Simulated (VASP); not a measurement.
Rb: equation of state with PBE

Rb:

```
CELL_PARAMETERS angstrom
0.00000 3.63988 3.63988
3.63988 0.00000 3.63988
3.63988 3.63988 0.00000
ATOMIC_POSITIONS crystal
Rb 0.00000 0.00000 0.00000
```

This isn't the form of Rb at room conditions, which is bcc.

* Program: VASP 6.6.1
* Task: equation of state
* Functional: PBE
* Potentials or basis: VASP PAW PBE potentials, release 64 (Rb_sv)
* Cutoff: 520 eV
* k mesh: 6 × 6 × 6
* Occupations: fermi-dirac, width 0.05 eV
* Spin: no spin polarisation

* Equilibrium volume: 91.99 Å³/atom
* Bulk modulus: 2.8 GPa
* Pressure derivative of the bulk modulus: 3.9

Energy against volume, from the lowest point:
```
volume (Å³/atom)  energy (meV/atom)
          90.661               0.14
          92.590               0.00
          94.519               0.54
          96.448               1.69
          98.377               3.40
         100.306               5.61
         102.235               8.26
```

All runs of the series together: 2.8 min on 1 thread of AMD EPYC 7R13 Processor (Zen 3), on a shared host.
